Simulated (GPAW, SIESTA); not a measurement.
This is a calculation of SiGe for GPAW 26.7.0 (ASE script). The cell comes from a database or a generator and needn't be the stable form of this composition.

File run.py:

```python
from ase import Atoms
from ase.dft.bandgap import bandgap
from ase.io import write
from ase.units import Bohr, GPa
from gpaw import GPAW, PW, setup_paths
from gpaw.elf import elf_from_dft_calculation

setup_paths.insert(0, '.')

atoms = Atoms(['Ge', 'Ge', 'Si', 'Si'],
              cell=[[3.9044512986, 0.0, 0.0],
                    [-1.9522256493, 3.3813540124, 0.0],
                    [0.0, 0.0, 6.450783]],
              scaled_positions=[[0.3333333333, 0.6666666667, 0.000392],
                                [0.6666666667, 0.3333333333, 0.500392],
                                [0.3333333333, 0.6666666667, 0.374607],
                                [0.6666666667, 0.3333333333, 0.874607]],
              pbc=True)

calc = GPAW(mode=PW(600),
            xc='PBEsol',
            kpts={'size': (8, 8, 4), 'gamma': True},
            occupations={'name': 'fermi-dirac', 'width': 0.05},
            nbands=18,
            convergence={'density': 1e-05, 'energy': 1e-05},
            maxiter=150,
            txt='gpaw.txt')
atoms.calc = calc
energy = atoms.get_potential_energy()
forces = atoms.get_forces()
stress = atoms.get_stress()
calc.write('gs.gpw')
write('result.traj', atoms)
print(f'Energy: {energy:.6f} eV')
print('Forces (eV/A):')
print(forces.round(4))
print('Stress (GPa):', (stress / GPa).round(3))
print('Fermi level:', round(calc.get_fermi_level(), 4), 'eV')
print(f'Gap: {bandgap(calc)[0]:.4f} eV, direct: {bandgap(calc, direct=True)[0]:.4f} eV')

# fields on the real-space grid
write('density.cube', atoms, data=calc.get_pseudo_density() * Bohr**3)
write('potential.cube', atoms, data=calc.get_electrostatic_potential())
write('elf.cube', atoms, data=elf_from_dft_calculation(calc).data)
```

Potentials or basis: PAW data sets generated in the run's folder for this functional, pw.

Command:

```bash
$ gpaw-setup -f PBEsol Ge Si
$ OMP_NUM_THREADS=1 python run.py
```

**Question.** Set up the same calculation for SIESTA 5.4.2. Potentials or basis there: files PseudoDojo sr-pbesol-0.4.1-standard, DZP (energy shift 0.003 Ry; two zetas on semicore shells).

**Answer.** As run (cutoffs and basis follow the program's own potentials, and thresholds, step limits or extra output files can differ):

The input SiGe.fdf:

```
SystemName                      SiGe
SystemLabel                     SiGe
NumberOfSpecies                 2
NumberOfAtoms                   4
%block ChemicalSpeciesLabel
  1  32 Ge
  2  14 Si
%endblock ChemicalSpeciesLabel

LatticeConstant                 1.0 Ang
%block LatticeVectors
     3.9044512986     0.0000000000     0.0000000000
    -1.9522256493     3.3813540124     0.0000000000
     0.0000000000     0.0000000000     6.4507830000
%endblock LatticeVectors
AtomicCoordinatesFormat         Fractional
%block AtomicCoordinatesAndAtomicSpecies
     0.3333333333     0.6666666667     0.0003920000  1  Ge
     0.6666666667     0.3333333333     0.5003920000  1  Ge
     0.3333333333     0.6666666667     0.3746070000  2  Si
     0.6666666667     0.3333333333     0.8746070000  2  Si
%endblock AtomicCoordinatesAndAtomicSpecies

%block kgrid.MonkhorstPack
    8   0   0  0.0
    0   8   0  0.0
    0   0   4  0.0
%endblock kgrid.MonkhorstPack
XC.Functional                   GGA
XC.Authors                      PBEsol
PAO.BasisSize                   DZP
PAO.EnergyShift                 0.003 Ry
Mesh.Cutoff                     800 Ry
OccupationFunction              FD
ElectronicTemperature           0.05 eV
MaxSCFIterations                120
SCF.MustConverge                false
SCF.Mixer.Method                Pulay
SCF.Mixer.Weight                0.25
SCF.Mixer.History               8
SCF.DM.Tolerance                5.0e-05
SCF.H.Tolerance                 1.0e-03 eV
WriteForces                     true
Charge.Mulliken                 end
%block PAO.Basis
  Ge 4
  n=4 0 2
    5.960 0.000
  n=4 1 2
    8.130 0.000
  n=3 2 2
    3.189 0.000
  n=4 2 1
    8.130
%endblock PAO.Basis
```

Potentials or basis: PseudoDojo 0.4 standard (PBEsol files), converted to PSML, two zetas on semicore shells, DZP (energy shift 0.003 Ry; two zetas on semicore shells).

Launch:

```sh
$ siesta < SiGe.fdf > SiGe.out 2>&1
```

Both were run:

|  | GPAW | SIESTA |
| --- | --- | --- |
| Pressure | 0.4 GPa | 0.8 GPa |

The potentials hold 16 and 36 valence electrons a cell.

Pressure is positive in compression.
